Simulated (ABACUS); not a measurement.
# ZrC (Fm-3m) in ABACUS: a series of runs

Runs on ZrC. Level: PBE. Tasks: equation of state.

All numbers are computed with ABACUS 3.10.1; they aren't measurements. Logs are shortened: lines on timing, memory, paths and dates and some standing lists are left out, and cuts for length are marked.

## 1. Starting point

It takes space group Fm-3m (No. 225, cubic). Conventional cell: a = 4.730 Å, b = 4.730 Å, c = 4.730 Å, α = 90.00°, β = 90.00°, γ = 90.00°. Zr (site symmetry m-3m) has 6 C at 2.37 Å as nearest neighbours. C (site symmetry m-3m) has 6 Zr at 2.37 Å as nearest neighbours.

## 2. Equation of state, PBE, 12.43 Å³/atom (volume scaled by 0.94)

Input file INPUT:

```
INPUT_PARAMETERS
suffix              ZrC
calculation         scf
basis_type          lcao
pseudo_dir          ./
orbital_dir         ./
symmetry            1
dft_functional      pbe
ecutwfc             100
pseudo_rcut         10
nspin               1
nbands              12
ks_solver           genelpa
smearing_method     fd
smearing_sigma      0.00367493
scf_thr             1e-07
scf_nmax            100
mixing_type         broyden
mixing_beta         0.7
cal_force           1
cal_stress          1
out_mul             1
```

Input file STRU:

```
ATOMIC_SPECIES
Zr 91.2240 Zr.upf
C 12.0110 C.upf

NUMERICAL_ORBITAL
Zr_confined-atom_8au_3s2p2d1f.orb
C_confined-atom_6au_2s2p1d.orb

LATTICE_CONSTANT
1.8897261246

LATTICE_VECTORS
0.0000000000 2.3167211471 2.3167211471
2.3167211471 0.0000000000 2.3167211471
2.3167211471 2.3167211471 0.0000000000

ATOMIC_POSITIONS
Direct

Zr
0.0
1
0.5000000000 0.5000000000 0.5000000000 1 1 1

C
0.0
1
0.0000000000 0.0000000000 0.0000000000 1 1 1
```

Input file KPT:

```
K_POINTS
0
Gamma
10 10 10 0 0 0
```

Potentials or basis: PseudoDojo NC SR 0.4.1 PBE standard, DZP LCAO (the cutoffs set its grid).

Run with:

```sh
$ OMP_NUM_THREADS=1 mpirun -np 4 abacus > log
```

running log:

```text
ABACUS v3.10.1

               Atomic-orbital Based Ab-initio Computation at UStc

 ------------------------------------------------------------------------------------

 READING GENERAL INFORMATION
                           global_out_dir = OUT.ZrC/
                           global_in_card = INPUT
                               pseudo_dir = ./
[... 8 lines left out ...]

 READING ATOM TYPE 1
                               atom label = Zr
                      L=0, number of zeta = 3
                      L=1, number of zeta = 2
                      L=2, number of zeta = 2
                      L=3, number of zeta = 1
             number of atom for this type = 1

 READING ATOM TYPE 2
                               atom label = C
                      L=0, number of zeta = 2
                      L=1, number of zeta = 2
                      L=2, number of zeta = 1
             number of atom for this type = 1

                        TOTAL ATOM NUMBER = 2
DIRECT COORDINATES
    atom                   x                   y                   z     mag                  vx                  vy                  vz
taud_Zr1            0.5000000000        0.5000000000        0.5000000000  0.0000        0.0000000000        0.0000000000        0.0000000000
taud_C1            0.0000000000        0.0000000000        0.0000000000  0.0000        0.0000000000        0.0000000000        0.0000000000

                          Volume (Bohr^3) = 167.822
                             Volume (A^3) = 24.8686

 Lattice vectors: (Cartesian coordinate: in unit of a_0)
                   +0            +2.31672            +2.31672
             +2.31672                  +0            +2.31672
             +2.31672            +2.31672                  +0
 Reciprocal vectors: (Cartesian coordinate: in unit of 2 pi/a_0)
            -0.215822           +0.215822           +0.215822
            +0.215822           -0.215822           +0.215822
            +0.215822           +0.215822           -0.215822
 The esolver type has been set to : ksdft_lcao

                PAO radial cut off (Bohr) = 10

 Read in pseudopotential file is Zr.upf
                     pseudopotential type = NC
          exchange-correlation functional = PBE
                 nonlocal core correction = 1
                        valence electrons = 12
                                     lmax = 2
                           number of zeta = 4
                     number of projectors = 6
                           L of projector = 0
[... 5 lines left out ...]
                PAO radial cut off (Bohr) = 10

 Read in pseudopotential file is C.upf
                     pseudopotential type = NC
          exchange-correlation functional = PBE
                 nonlocal core correction = 1
                        valence electrons = 4
                                     lmax = 1
                           number of zeta = 2
                     number of projectors = 4
                           L of projector = 0
                           L of projector = 0
                           L of projector = 1
                           L of projector = 1
     initial pseudo atomic orbital number = 14

 SETUP THE ELECTRONS NUMBER
            electron number of element Zr = 12
      total electron number of element Zr = 12
             electron number of element C = 4
       total electron number of element C = 4
            AUTOSET number of electrons:  = 16
                           occupied bands = 8
                                   NLOCAL = 39
                                   NBANDS = 12
                                   NBANDS = 12
                                   NLOCAL = 39

%%%%%%%%%%%%%%%%%%%%%%%%%%%%%%%%%%%%%%%%%%%%%%%%%%%%%%%%%%%%%%%%%%%%%%%%%%%%%%%%%%%%%%%%%%%%%%%%%%%%%%%%%%
 Warning: the number of valence electrons in pseudopotential > 4 for Zr: [Kr] 4d2 5s2
 Pseudopotentials with additional electrons can yield (more) accurate outcomes, but may be less efficient.
 If you're confident that your chosen pseudopotential is appropriate, you can safely ignore this warning.
%%%%%%%%%%%%%%%%%%%%%%%%%%%%%%%%%%%%%%%%%%%%%%%%%%%%%%%%%%%%%%%%%%%%%%%%%%%%%%%%%%%%%%%%%%%%%%%%%%%%%%%%%%

 SETUP THE PLANE WAVE BASIS
 energy cutoff for charge/potential (unit:Ry) = 400
            fft grid for charge/potential = [ 40, 40, 40 ]
                        fft grid division = [ 5, 5, 5 ]
        big fft grid for charge/potential = [ 8, 8, 8 ]
                                     nbxx = 128
                                     nrxx = 16000

[... 66 lines left out ...]
                       right hand lattice = 1
                        ROTATION MATRICES = 48
                               nkstot_ibz = 47
K-POINTS REDUCTION ACCORDING TO SYMMETRY
     IBZ    DIRECT_X    DIRECT_Y    DIRECT_Z  WEIGHT  ibz2bz
       1  0.00000000  0.00000000  0.00000000  0.0010       0
       2  0.10000000  0.10000000  0.10000000  0.0080       1
       3  0.20000000  0.20000000  0.20000000  0.0080       2
       4  0.30000000  0.30000000  0.30000000  0.0080       3
       5  0.40000000  0.40000000  0.40000000  0.0080       4
       6  0.50000000  0.50000000  0.50000000  0.0040       5
[... 22 lines left out ...]
      29  0.50000000  0.50000000  0.10000000  0.0240      45
      30 -0.20000000  0.40000000  0.40000000  0.0120      46
[... 17 further k points ...]

                               nkstot now = 47
[... K-POINTS DIRECT COORDINATES: 47 rows ...]

           k-point number in this process = 47
       minimum distributed K point number = 47
[... stars of the k points ...]

[... K-POINTS CARTESIAN COORDINATES: 47 rows ...]

[... K-POINTS DIRECT COORDINATES: 47 rows ...]

 SETUP PLANE WAVES FOR WAVE FUNCTIONS
     energy cutoff for wavefunc (unit:Ry) = 100
              fft grid for wave functions = [ 40, 40, 40 ]
                    number of plane waves = 3767
                         number of sticks = 313

 PARALLEL PW FOR WAVE FUNCTIONS
     PROC   COLUMNS(POT)             PW
        1             78            941
        2             78            941
        3             78            942
        4             79            943
 --------------- sum -------------------
        4            313           3767

 SET NONLOCAL PSEUDOPOTENTIAL PROJECTORS
 SET NONLOCAL PSEUDOPOTENTIAL PROJECTORS
 max number of nonlocal projetors among all species is 6

 -------------------------------------------
 SELF-CONSISTENT
 -------------------------------------------

 SETUP SEARCHING RADIUS FOR PROGRAM TO SEARCH ADJACENT ATOMS
                  longest orb rcut (Bohr) = 8
   longest nonlocal projector rcut (Bohr) = 1.58
                     search radius (Bohr) = 19.2
              searching radius is (Bohr)) = 19.2
         searching radius unit is (Bohr)) = 1.89
                         PeriodicBoundary = 1
                        Radius(unit:lat0) = 10.1
                                   glayer = [ 5, 5, 5 ]
                             glayer_minus = [ 4, 4, 4 ]

Find the coordinate range of the input atom(unit:lat0).
                                  min_tau = [ -18.5, -18.5, -18.5 ]
                                  max_tau = [ 20.9, 20.9, 20.9 ]
                                BoxNumber = [ 9, 9, 9 ]

 SETUP EXTENDED REAL SPACE GRID FOR GRID INTEGRATION
                          real space grid = [ 40, 40, 40 ]
                 big cell numbers in grid = [ 8, 8, 8 ]
             meshcell numbers in big cell = [ 5, 5, 5 ]
                        extended fft grid = [ 13, 13, 13 ]
                dimension of extened grid = [ 35, 35, 35 ]
                            UnitCellTotal = 125
              Atom number in sub-FFT-grid = 2
    Local orbitals number in sub-FFT-grid = 39
                                ParaV.nnr = 30788
                                 init_chg = atomic

 LCAO ALGORITHM --------------- ION=   1  ELEC=   1--------------------------------

 Density error is 0.155977251919
----------------------------------------------------------
     Energy           Rydberg                 eV
----------------------------------------------------------
 E_KohnSham     -113.1342493841      -1539.2704305771
 E_Harris       -114.5021844972      -1557.8821426090
 E_Fermi        1.0709180549         14.5705876378
----------------------------------------------------------
[... 80 lines left out ...]
 Density error is 1.54629588173e-08
----------------------------------------------------------
     Energy           Rydberg                 eV
----------------------------------------------------------
 E_KohnSham     -113.4053641783      -1542.9591365896
 E_KS(sigma->0) -113.4052783324      -1542.9579685971
 E_Harris       -113.4053640977      -1542.9591354934
 E_band         -2.5545918762        -34.7570055804
 E_one_elec     -5.3734905687        -73.1100898841
 E_Hartree      12.1222490709        164.9316599395
 E_xc           -24.4254991311       -332.3259646773
 E_Ewald        -95.7284518577       -1302.4524059827
 E_entropy(-TS) -0.0001716917        -0.0023359850
 E_descf        0.0000000000         0.0000000000
 E_exx          0.0000000000         0.0000000000
 E_Fermi        1.1567928242         15.7389738146
----------------------------------------------------------

 charge density convergence is achieved
 final etot is -1542.9591366 eV
 EFERMI = 15.738973815 eV

 STATE ENERGY(eV) AND OCCUPATIONS    NSPIN == 1
 1/47 kpoint (Cartesian) = 0.0000 0.0000 0.0000 (683 pws)
       1       -32.2591     0.00200000
       2       -9.93694     0.00200000
       3       -9.93694     0.00200000
       4       -9.93694     0.00200000
       5        4.28879     0.00200000
       6        16.6794    1.35775e-11
       7        16.6794    1.35775e-11
       8        16.6794    1.35775e-11
       9        16.8255    7.31045e-13
      10        16.8255    7.31045e-13
      11        16.8255    7.31045e-13
      12        18.6572    8.98326e-29
[... 57 lines left out ...]
 6/47 kpoint (Cartesian) = 0.10791 0.10791 0.10791 (701 pws)
       1       -32.1358     0.00800000
       2       -10.9309     0.00800000
       3       -10.0280     0.00800000
       4       -10.0280     0.00800000
       5        7.56288     0.00800000
       6        10.2564     0.00800000
       7        12.6403     0.00800000
       8        12.6403     0.00800000
       9        20.4557    8.60075e-44
      10        20.4557    8.60075e-44
      11        21.3828    7.61319e-52
      12        22.5022    1.44111e-61

[... levels at 41 further k points ...]

 correction force for each atom along direction 1 is 3.98351e-14
 correction force for each atom along direction 2 is 2.29041e-14
 correction force for each atom along direction 3 is 4.64587e-14
------------------------------------------------------------------------------------------
 TOTAL-FORCE (eV/Angstrom)
------------------------------------------------------------------------------------------
                       Zr1         0.0000000000         0.0000000000         0.0000000000
                        C1         0.0000000000         0.0000000000         0.0000000000
------------------------------------------------------------------------------------------

----------------------------------------------------------------
 TOTAL-STRESS (KBAR)
----------------------------------------------------------------
       124.1928344380        -0.0000000000         0.0000000000
         0.0000000000       124.1928344380         0.0000000000
         0.0000000000        -0.0000000000       124.1928344380
----------------------------------------------------------------
 TOTAL-PRESSURE: 124.192834 KBAR

 --------------------------------------------
 !FINAL_ETOT_IS -1542.9591365896058051 eV
 --------------------------------------------
```

Wall time 5.7 s (4 MPI ranks of INTEL XEON PLATINUM 8581C at 2.10GHz (Emerald Rapids), shared host); peak memory 0.44 GiB.

What came out:

```yaml
Free_energy: -1542.9591 eV
Pressure: 12.4 GPa
Band_gap_on_the_k_mesh: none (metal or under the smearing width)
Mulliken_charges: Zr +0.57; C -0.57 e
```

Caveat: the atomic orbitals were generated for these runs and aren't a published set; Mulliken charges move with the basis; the basis of atomic orbitals isn't converged, which shifts pressures, moduli and gaps.

## 3. Equation of state, PBE, 12.70 Å³/atom (volume scaled by 0.96)

INPUT is that of step 2.

STRU, as its differences from that of step 2:

```diff
@@ -12,5 +12,5 @@
 LATTICE_VECTORS
-0.0000000000 2.3167211471 2.3167211471
-2.3167211471 0.0000000000 2.3167211471
-2.3167211471 2.3167211471 0.0000000000
+0.0000000000 2.3330366223 2.3330366223
+2.3330366223 0.0000000000 2.3330366223
+2.3330366223 2.3330366223 0.0000000000
```

KPT is that of step 2.

Potentials or basis: PseudoDojo NC SR 0.4.1 PBE standard, DZP LCAO (the cutoffs set its grid).

Run with:

```sh
$ OMP_NUM_THREADS=1 mpirun -np 4 abacus > log
```

It took 5.6 s on 4 MPI ranks of INTEL XEON PLATINUM 8581C at 2.10GHz (Emerald Rapids), shared host; peak memory 0.44 GiB.

The run converged. Its results:

```
Free energy            : -1542.9910 eV
Pressure               : 7.0 GPa
Band gap on the k mesh : none (metal or under the smearing width)
Mulliken charges       : Zr +0.56; C -0.56 e
```

Caveat: the atomic orbitals were generated for these runs and aren't a published set; Mulliken charges move with the basis; the basis of atomic orbitals isn't converged, which shifts pressures, moduli and gaps.

## 4. Equation of state, PBE, 12.96 Å³/atom (volume scaled by 0.98)

INPUT is that of step 3.

STRU, as its differences from that of step 3:

```diff
@@ -12,5 +12,5 @@
 LATTICE_VECTORS
-0.0000000000 2.3330366223 2.3330366223
-2.3330366223 0.0000000000 2.3330366223
-2.3330366223 2.3330366223 0.0000000000
+0.0000000000 2.3491270385 2.3491270385
+2.3491270385 0.0000000000 2.3491270385
+2.3491270385 2.3491270385 0.0000000000
```

KPT is that of step 3.

Run with:

```sh
$ OMP_NUM_THREADS=1 mpirun -np 4 abacus > log
```

Run time: 5.4 s. Hardware: 4 MPI ranks of INTEL XEON PLATINUM 8581C at 2.10GHz (Emerald Rapids), shared host; peak memory 0.44 GiB.

The run converged. Its results:

- Free energy: -1543.0059 eV
- Pressure: 2.1 GPa
- Band gap on the k mesh: none (metal or under the smearing width)
- Mulliken charges: Zr +0.56; C -0.56 e

Caveat: the atomic orbitals were generated for these runs and aren't a published set; Mulliken charges move with the basis; the basis of atomic orbitals isn't converged, which shifts pressures, moduli and gaps.

## 5. Equation of state, PBE, 13.23 Å³/atom

INPUT is that of step 4.

STRU, as its differences from that of step 4:

```diff
@@ -12,5 +12,5 @@
 LATTICE_VECTORS
-0.0000000000 2.3491270385 2.3491270385
-2.3491270385 0.0000000000 2.3491270385
-2.3491270385 2.3491270385 0.0000000000
+0.0000000000 2.3650000000 2.3650000000
+2.3650000000 0.0000000000 2.3650000000
+2.3650000000 2.3650000000 0.0000000000
```

KPT is that of step 4.

Run with:

```sh
$ OMP_NUM_THREADS=1 mpirun -np 4 abacus > log
```

It took 7.1 s on 4 MPI ranks of INTEL XEON PLATINUM 8581C at 2.10GHz (Emerald Rapids), shared host; peak memory 0.44 GiB.

It converged, with:

* Free energy: -1543.0054 eV
* Pressure: -2.3 GPa
* Band gap on the k mesh: none (metal or under the smearing width)
* Mulliken charges: Zr +0.55; C -0.55 e

Caveat: the atomic orbitals were generated for these runs and aren't a published set; Mulliken charges move with the basis; the basis of atomic orbitals isn't converged, which shifts pressures, moduli and gaps.

## 6. Equation of state, PBE, 13.49 Å³/atom (volume scaled by 1.02)

INPUT is that of step 5.

STRU, as its differences from that of step 5:

```diff
@@ -12,5 +12,5 @@
 LATTICE_VECTORS
-0.0000000000 2.3650000000 2.3650000000
-2.3650000000 0.0000000000 2.3650000000
-2.3650000000 2.3650000000 0.0000000000
+0.0000000000 2.3806627081 2.3806627081
+2.3806627081 0.0000000000 2.3806627081
+2.3806627081 2.3806627081 0.0000000000
```

KPT is that of step 5.

Potentials or basis: PseudoDojo NC SR 0.4.1 PBE standard, DZP LCAO (the cutoffs set its grid).

Run with:

```sh
$ OMP_NUM_THREADS=1 mpirun -np 4 abacus > log
```

Wall time 7.7 s (4 MPI ranks of INTEL XEON PLATINUM 8581C at 2.10GHz (Emerald Rapids), shared host); peak memory 0.44 GiB.

It converged, with:

- Free energy: -1542.9911 eV
- Pressure: -6.3 GPa
- Band gap on the k mesh: none (metal or under the smearing width)
- Mulliken charges: Zr +0.55; C -0.55 e

Caveat: the atomic orbitals were generated for these runs and aren't a published set; Mulliken charges move with the basis; the basis of atomic orbitals isn't converged, which shifts pressures, moduli and gaps.

## 7. Equation of state, PBE, 13.76 Å³/atom (volume scaled by 1.04)

INPUT is that of step 6.

STRU, as its differences from that of step 6:

```diff
@@ -12,5 +12,5 @@
 LATTICE_VECTORS
-0.0000000000 2.3806627081 2.3806627081
-2.3806627081 0.0000000000 2.3806627081
-2.3806627081 2.3806627081 0.0000000000
+0.0000000000 2.3961219900 2.3961219900
+2.3961219900 0.0000000000 2.3961219900
+2.3961219900 2.3961219900 0.0000000000
```

KPT is that of step 6.

Run with:

```sh
$ OMP_NUM_THREADS=1 mpirun -np 4 abacus > log
```

It took 6.6 s on 4 MPI ranks of INTEL XEON PLATINUM 8581C at 2.10GHz (Emerald Rapids), shared host; peak memory 0.44 GiB.

The run converged. Its results:

| Item | Value |
| --- | --- |
| Free energy | -1542.9642 eV |
| Pressure | -9.9 GPa |
| Band gap on the k mesh | none (metal or under the smearing width) |
| Mulliken charges | Zr +0.55; C -0.55 e |

Caveat: the atomic orbitals were generated for these runs and aren't a published set; Mulliken charges move with the basis; the basis of atomic orbitals isn't converged, which shifts pressures, moduli and gaps.

## 8. Equation of state, PBE, 14.02 Å³/atom (volume scaled by 1.06)

INPUT is that of step 7.

STRU, as its differences from that of step 7:

```diff
@@ -12,5 +12,5 @@
 LATTICE_VECTORS
-0.0000000000 2.3961219900 2.3961219900
-2.3961219900 0.0000000000 2.3961219900
-2.3961219900 2.3961219900 0.0000000000
+0.0000000000 2.4113843250 2.4113843250
+2.4113843250 0.0000000000 2.4113843250
+2.4113843250 2.4113843250 0.0000000000
```

KPT is that of step 7.

Run with:

```sh
$ OMP_NUM_THREADS=1 mpirun -np 4 abacus > log
```

Wall time 7.2 s (4 MPI ranks of INTEL XEON PLATINUM 8581C at 2.10GHz (Emerald Rapids), shared host); peak memory 0.44 GiB.

It converged, with:

```yaml
Free_energy: -1542.9260 eV
Pressure: -13.2 GPa
Band_gap_on_the_k_mesh: none (metal or under the smearing width)
Mulliken_charges: Zr +0.54; C -0.54 e
```

Caveat: the atomic orbitals were generated for these runs and aren't a published set; Mulliken charges move with the basis; the basis of atomic orbitals isn't converged, which shifts pressures, moduli and gaps.

## 9. Equation of state, PBE

Potentials or basis: PseudoDojo NC SR 0.4.1 PBE standard, DZP LCAO (the cutoffs set its grid).

This step only gathers the single runs of the series.

What came out:

* Equilibrium volume: 13.09 Å³/atom
* Bulk modulus: 219 GPa
* Pressure derivative of the bulk modulus: 4.0

Energy against volume, from the lowest point:
| volume (Å³/atom) | energy (meV/atom) |
| --- | --- |
| 12.434 | 23.40 |
| 12.699 | 7.45 |
| 12.963 | 0.00 |
| 13.228 | 0.25 |
| 13.493 | 7.42 |
| 13.757 | 20.87 |
| 14.022 | 39.97 |

Caveat: the atomic orbitals were generated for these runs and aren't a published set; the basis of atomic orbitals isn't converged, which shifts pressures, moduli and gaps.
